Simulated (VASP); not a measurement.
## VASP 6.6.1 run: BAs

INCAR

```
SIGMA = 0.02
NBANDS = 11
LWAVE = .FALSE.
ISMEAR = -1
ISIF = 7
ENCUT = 600
LASPH = .TRUE.
LREAL = .FALSE.
LCHARG = .FALSE.
EDIFFG = -5E-3
NSW = 40
GGA = PE
IBRION = 2
PREC = Accurate
NELM = 94
EDIFF = 1E-7
```

KPOINTS

```
KPOINTS created by Atomic Simulation Environment
0
Gamma
10 10 10
0 0 0
```

POSCAR

```
B  As
 1.0000000000000000
     0.0000000000000000    2.1586180000000001    2.1586180000000001
     2.1586180000000001    0.0000000000000000    2.1586180000000001
     2.1586180000000001    2.1586180000000001    0.0000000000000000
 B   As
   1   1
Cartesian
  0.0000000000000000  0.0000000000000000  0.0000000000000000
  2.1586180000000001  2.1586180000000001  2.1586180000000001
```

The recommended PBE PAW datasets give the neutral cell 8 valence electrons.

Command

```
mpirun -np 1 vasp_std
```

OSZICAR

```
N       E                     dE             d eps       ncg     rms          rms(c)
DAV:   1     0.157750134685E+02    0.15775E+02   -0.42934E+03  1034   0.745E+02
DAV:   2    -0.892576838106E+01   -0.24701E+02   -0.23759E+02  1386   0.120E+02
DAV:   3    -0.957523308975E+01   -0.64946E+00   -0.64088E+00  1233   0.168E+01
DAV:   4    -0.957669125053E+01   -0.14582E-02   -0.14575E-02  1144   0.771E-01
DAV:   5    -0.957669211975E+01   -0.86922E-06   -0.87008E-06  1206   0.204E-02    0.524E+00
DAV:   6    -0.917514445464E+01    0.40155E+00   -0.11462E+00  1078   0.443E+00    0.266E+00
DAV:   7    -0.914896612496E+01    0.26178E-01   -0.13607E-01  1247   0.181E+00    0.111E+00
DAV:   8    -0.914663585873E+01    0.23303E-02   -0.31667E-03  1085   0.418E-01    0.629E-02
DAV:   9    -0.914669562621E+01   -0.59767E-04   -0.73124E-05  1250   0.573E-02    0.334E-02
DAV:  10    -0.914670162057E+01   -0.59944E-05   -0.16771E-05  1134   0.275E-02    0.671E-03
...
DAV:   4    -0.961969531422E+01    0.20793E-06   -0.11856E-07   523   0.196E-03    0.531E-04
DAV:   5    -0.961969530953E+01    0.46932E-08   -0.69366E-09   517   0.581E-04
  16 F= -.96196953E+01 E0= -.96190380E+01  d E =-.524654E-04
       N       E                     dE             d eps       ncg     rms          rms(c)
DAV:   1    -0.961972722506E+01   -0.31911E-04   -0.47603E-04  1037   0.123E-01    0.197E-02
DAV:   2    -0.961971612172E+01    0.11103E-04   -0.19707E-05  1073   0.220E-02    0.101E-02
DAV:   3    -0.961971242465E+01    0.36971E-05   -0.53036E-06  1070   0.105E-02    0.296E-03
DAV:   4    -0.961971183283E+01    0.59181E-06   -0.48394E-07  1085   0.393E-03    0.112E-03
DAV:   5    -0.961971182439E+01    0.84405E-08   -0.22368E-08   523   0.809E-04
  17 F= -.96197118E+01 E0= -.96190632E+01  d E =-.689803E-04
```

From OUTCAR

```
k-points           NKPTS =     47   k-points in BZ     NKDIM =     47   number of bands    NBANDS=     11

   NELECT =       8.0000    total number of electrons

   dimension x,y,z NGX =    24 NGY =   24 NGZ =   24
   dimension x,y,z NGXF=    48 NGYF=   48 NGZF=   48

  energy-cutoff  :      600.00
  volume of cell :       24.57
      direct lattice vectors                 reciprocal lattice vectors
     0.000000000  2.307327657  2.307327657    -0.216700909  0.216700909  0.216700909
     2.307327657  0.000000000  2.307327657     0.216700909 -0.216700909  0.216700909
     2.307327657  2.307327657  0.000000000     0.216700909  0.216700909 -0.216700909

 k-points in reciprocal lattice and weights: KPOINTS created by Atomic Simulation Env
   0.00000000  0.00000000  0.00000000       0.001
   0.10000000  0.00000000  0.00000000       0.008
   0.20000000  0.00000000  0.00000000       0.008
   0.30000000  0.00000000  0.00000000       0.008
   0.40000000  0.00000000  0.00000000       0.008
   0.50000000  0.00000000  0.00000000       0.004
   0.10000000  0.10000000  0.00000000       0.006
   0.20000000  0.10000000  0.00000000       0.024
   ...

 E-fermi :   7.2364

 k-point     1 :       0.0000    0.0000    0.0000
  band No.  band energies     occupation
      1      -8.6305      2.00000
      2       7.2498      0.67744
      3       7.2498      0.67744
      4       7.2498      0.67744
      5      10.7084      0.00000
      6      14.9295      0.00000
      7      14.9295      0.00000
      8      14.9295      0.00000
      9      16.1303      0.00000
     10      16.1303      0.00000
     11      16.1303      0.00000

 k-point     2 :       0.1000    0.0000    0.0000
  band No.  band energies     occupation
      1      -8.4401      2.00000
      2       5.9140      2.00000
      3       7.2360      1.00950
      4       7.2360      1.00950
      5      11.3360      0.00000
      6      14.0150      0.00000
      7      14.0150      0.00000
      8      14.6221      0.00000
      9      16.0469      0.00000
     10      16.5541      0.00000
     11      16.5541      0.00000

 k-point     3 :       0.2000    0.0000    0.0000
  band No.  band energies     occupation
      1      -7.8733      2.00000
      2       3.4880      2.00000
      3       7.2488      0.69924
      4       7.2488      0.69924
      5      11.7262      0.00000
      6      12.3648      0.00000
      7      12.3648      0.00000
      8      13.9787      0.00000
      9      16.7388      0.00000
     10      17.7388      0.00000
     11      17.7388      0.00000

 k-point     4 :       0.3000    0.0000    0.0000
  band No.  band energies     occupation
      1      -6.9496      2.00000
      2       0.9964      2.00000
      3       7.3987      0.00060
      4       7.3987      0.00060
      5      10.7857      0.00000
      6      10.7857      0.00000
      7      11.6076      0.00000
      8      13.3403      0.00000
      9      18.2583      0.00000
     10      19.5608      0.00000
     11      19.5608      0.00000

 k-point     5 :       0.4000    0.0000    0.0000
  band No.  band energies     occupation
      1      -5.7506      2.00000
      2      -1.2070      2.00000
      3       7.7795      0.00000
      4       7.7795      0.00000
      5       9.4759      0.00000
      6       9.4759      0.00000
      7      11.4459      0.00000
      8      12.8767      0.00000
      9      20.0045      0.00000
     10      21.8682      0.00000
     11      21.8682      0.00000

 ...

  Total       -0.0001932     -0.0001932     -0.0001932     -0.0000000     -0.0000000      0.0000000
  in kB       -0.0125969     -0.0125969     -0.0125969     -0.0000000     -0.0000000      0.0000000
  external PRESSURE =      -0.0125969 kB  Pullay stress =       0.0000000 kB

 POSITION                                       TOTAL-FORCE (eV/Angst)
 -----------------------------------------------------------------------------------
      0.00000      0.00000      0.00000        -0.000000     -0.000000      0.000000
      2.30733      2.30733      2.30733         0.000000      0.000000     -0.000000
 -----------------------------------------------------------------------------------
    total drift:                                0.000000     -0.000000     -0.000000

  FREE ENERGIE OF THE ION-ELECTRON SYSTEM (eV)
  ---------------------------------------------------
  free  energy   TOTEN  =        -9.6197118244 eV

  energy  without entropy=       -9.6184146741  energy(sigma->0) =       -9.61906325
```

```tsv
ionic step	ΔE (meV/atom)	volume (Å³)	largest force (eV/Å)	pressure (GPa)	electronic steps
1	0.0	20.12	0.000	40.49	12
2	-137.4	28.46	0.000	-14.19	9
3	-236.5	24.59	0.000	-0.14	9
4	-236.5	24.50	0.000	0.38	5
5	-236.5	24.50	0.000	0.37	2
6	-236.5	24.50	0.000	0.35	4
7	-236.5	24.50	0.000	0.35	2
11	-236.5	24.50	0.000	0.35	2
12	-236.5	24.50	0.000	0.35	2
13	-236.5	24.51	0.000	0.34	2
14	-236.5	24.51	0.000	0.31	4
15	-236.5	24.52	0.000	0.27	4
16	-236.5	24.53	0.000	0.18	5
17	-236.5	24.57	0.000	0.00	5
```

It converged. Results: relaxed cell vector lengths 3.263, 3.263, 3.263 Å; relaxed cell volume 24.57 Å³.

 The volume moved far on the plane waves of the start cell, so a restart from CONTCAR is due.

For comparison, a separate PBE relaxation on usual settings, not on those above, ends at 24.57 Å³.

The run above took about 57 s on one core of a shared host (Intel Xeon Platinum 8488C) and held 0.15 GiB at most.
